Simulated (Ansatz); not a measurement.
Electric field gradients in ZnO

```
CELL_PARAMETERS angstrom
3.24940 0.00000 0.00000
-1.62470 2.81406 0.00000
0.00000 0.00000 5.20380
ATOMIC_POSITIONS crystal
Zn 0.33333 0.66667 0.00000
Zn 0.66667 0.33333 0.50000
O 0.33333 0.66667 0.38210
O 0.66667 0.33333 0.88210
```

Atom numbers follow the list: Zn1, Zn2, O3, O4.

The cell comes from COD entry 9004178, which wasn't checked; take it as a given geometry.

All numbers are computed: DFT, LDA, all-electron PAW with datasets made for the crystal, scalar-relativistic (Ansatz 0.2.0); DFT, LDA, PAW with Ansatz's default frozen-core files, scalar-relativistic (Ansatz 0.2.0).

For the crystal-made all-electron datasets (AE datasets): a Γ-centred 11×11×6 k mesh, Fermi–Dirac smearing of 0.02 eV, cutoff 460 eV (chosen by the program for this cell), no spin polarisation. PAW takes a cutoff of 420 eV at this cell (files made with PBE, cores remade for this functional). The Ansatz runs share mesh, smearing and spin set-up.

Vzz is the principal value of largest size of the traceless field-gradient tensor, in 10²¹ V/m², and η = (Vxx − Vyy)/Vzz with |Vzz| ≥ |Vyy| ≥ |Vxx|.

| site | site symmetry | Vzz (η), AE datasets | Vzz (η), PAW |
| --- | --- | --- | --- |
| Zn1 | 3m. | 0.71 (η = 0.00) | 0.74 (η = 0.00) |
| O3 | 3m. | -0.34 (η = 0.00) | -0.35 (η = 0.00) |

The Cartesian tensor at Zn1 from AE datasets, in 10²¹ V/m²:

```
-0.36  0.00  0.00
 0.00 -0.36  0.00
 0.00  0.00  0.71
```

Problem. Taking Q(Zn-67) = 0.15 b, what quadrupole coupling constant follows at Zn1 from AE datasets?

Solution. Cq = eQVzz/h = 24.180 MHz × 0.15 × (0.71) = 2.58 MHz.
